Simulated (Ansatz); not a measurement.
This log comes from Ansatz, run on GaAs (started from an entry of an open crystallographic database). The cell was relaxed with r2SCAN and then strained (isotropic +3.47 % on every length), with the atoms relaxed again with r2SCAN; k points keep the names of the unstrained zone.

The cell given to it:
```cif
data_structure
_symmetry_space_group_name_H-M 'P 1'
_symmetry_Int_Tables_number 1
_cell_length_a 4.1456
_cell_length_b 4.1456
_cell_length_c 4.1456
_cell_angle_alpha 60.000
_cell_angle_beta 60.000
_cell_angle_gamma 60.000
_cell_volume 50.38
loop_
_atom_site_label
_atom_site_type_symbol
_atom_site_fract_x
_atom_site_fract_y
_atom_site_fract_z
_atom_site_occupancy
Ga1 Ga 0.00000 0.00000 0.00000 1
As1 As 0.25000 0.25000 0.25000 1
```

Abridged output:
```
scf.n_extra_bands = 4 over 14 filled bands (N_el = 28.0): the run solves 18 bands
Pseudopotential: Ga, paw, valence charge 13, recommended cutoff 500 eV (meta_gga)
Pseudopotential: As, paw, valence charge 15, recommended cutoff 500 eV (meta_gga)
Functional definition: r2SCAN
Crystal: 2 atoms, lattice volume = 50.379 Å³
Basis set: ecut = 500 eV, 1243 PW (Γ)
Bands: 18, of which v1, the nominal top of the filled ones, is band 14 counted from 1 (13 counted from 0)
Symmetry: 24 space group operations
Space group: F-43m (ITA 216)
k-points: 29 of 512 (time reversal used)
preconditioner: auto → none  [insulator: Δε(μ)=0.116 eV  σ=0.020 eV  ℏωp=22.2 eV]
SCF 1 converged in 6 iterations: F = -8655.656137 eV  dr2 = 3.00e-8
Free energy (F): -8655.656137 eV
Internal energy: -8655.656117 eV  (E = F + TS)
E sigma→0 (E₀):  -8655.656127 eV
Entropy (-TS):   -0.000021 eV (-0.010 meV/atom)
Fermi energy:    6.630741 eV
--- Per-component energies (eV) ---
  E_band       = -365.295653
  E_kinetic    = 215.724207
  E_local      = -4075.590402
  E_nonlocal   = -242.797063
  E_hartree    = 2039.064955
  E_xc         = -135.038258
  E_vxc        = -141.754333
  E_paw        = -3852.425024
  E_vpaw       = -206.474165
  E_vtau       = 7.474036
  E_ewald      = -2602.484002
  E_core_change = -2.110478
  E_smearing   = -0.000021
--- Forces (eV/Å), atoms counted from 1 ---
  atom   1  Ga      0.00000      0.00000      0.00000
  atom   2  As      0.00000      0.00000      0.00000
--- Stress (GPa, compression-positive) ---
       -5.842903       0.000000       0.000000
        0.000000      -5.842903       0.000000
        0.000000       0.000000      -5.842903
  P = ⅓ Tr σ = -5.8429 GPa (-58.429 kbar)
--- Band table (eV; the first three rows and the last of 29) ---
  k-point 0: bands = […, -8.4903, -8.4903, -5.9227, 6.5353, 6.5353, 6.5353, 6.7039, 10.5399, 10.5399, 10.5399]
  k-point 1: bands = […, -8.4904, -8.4904, -5.7594, 4.5634, 6.3310, 6.3310, 7.9589, 10.8549, 10.8549, 10.8913]
  k-point 2: bands = […, -8.4900, -8.4900, -5.3066, 2.5437, 5.9355, 5.9355, 7.9801, 11.3584, 11.3584, 12.4504]
  k-point 28: bands = […, -8.4978, -8.4870, -3.7216, 0.1929, 3.3857, 3.5864, 11.0299, 11.5253, 12.0758, 12.9509]
```

Levels at the listed points, from bands.tsv (eV from the Fermi energy, bands near the gap, counted from 0):
```tsv
# k_distance	band_9	band_10	band_11	band_12	band_13	band_14	band_15	band_16	band_17
# fermi_ev = 6.630741
# [0, 0, 0] at k_distance = 0.000000
# [-0.5, -0.5, 0] at k_distance = 1.071707
# [-0.375, -0.375, 0.25] at k_distance = 1.450613
# [-0.375, 0, 0.375] at k_distance = 2.106897
# [0, 0, 0.5] at k_distance = 2.763180
# [-0.5, -0.25, 0.25] at k_distance = 3.520992
# levels_relative_to = fermi_ev
0.000	-15.121	-12.553	-0.095	-0.095	-0.095	0.073	3.909	3.909	3.909
1.072	-15.112	-10.390	-6.594	-2.502	-2.502	1.841	1.872	9.892	9.892
1.451	-15.116	-10.428	-6.430	-3.525	-2.120	2.204	4.662	7.852	8.000
2.107	-15.116	-10.428	-6.430	-3.525	-2.120	2.204	4.662	7.852	8.000
2.763	-15.118	-11.027	-6.343	-1.122	-1.122	0.953	4.843	4.843	8.004
3.521	-15.118	-10.352	-6.438	-3.245	-3.044	4.399	4.895	5.445	6.320
```
In order the rows are Γ, X, U, K, L, W.

Q: Reconstruct the input.

A:
```yaml
crystal:
  # lattice and atoms as above
kpoints:
  mp_grid: { grid: [8, 8, 8] }
  band_path:
    path:
      - [0.0, 0.0, 0.0]
      - [-0.5, -0.5, 0.0]
      - [-0.375, -0.375, 0.25]
      - [-0.375, 0.0, 0.375]
      - [0.0, 0.0, 0.5]
      - [-0.5, -0.25, 0.25]
    npoints: 1
hamiltonian:
  xc: r2scan
scf:
  occupations: { method: fermi_dirac, width: 0.02 }
  n_extra_bands: 4
output:
  forces: true
  stress: true
  eigenvalues: true
```
The term E_vtau belongs to a meta-GGA, which reads the kinetic-energy density. A single point prints forces and stress when the output block asks for them. Keys that only write grids to files are left aside. Not every key shows in the log; this is the file that was used.

Run as `ansatz run input.yaml --threads 4 --pin off --max-ram 5529MiB --backend cpu --events-out ev --progress --plain --runs-dir out`. Wall time 2.6 s on 4 threads of Arm Neoverse V1, on a shared host, load about 1.1 per core; peak host memory 0.49 GiB.

The values are computed, spin-unpolarised, and not measurements.

Spin-orbit coupling is left out.
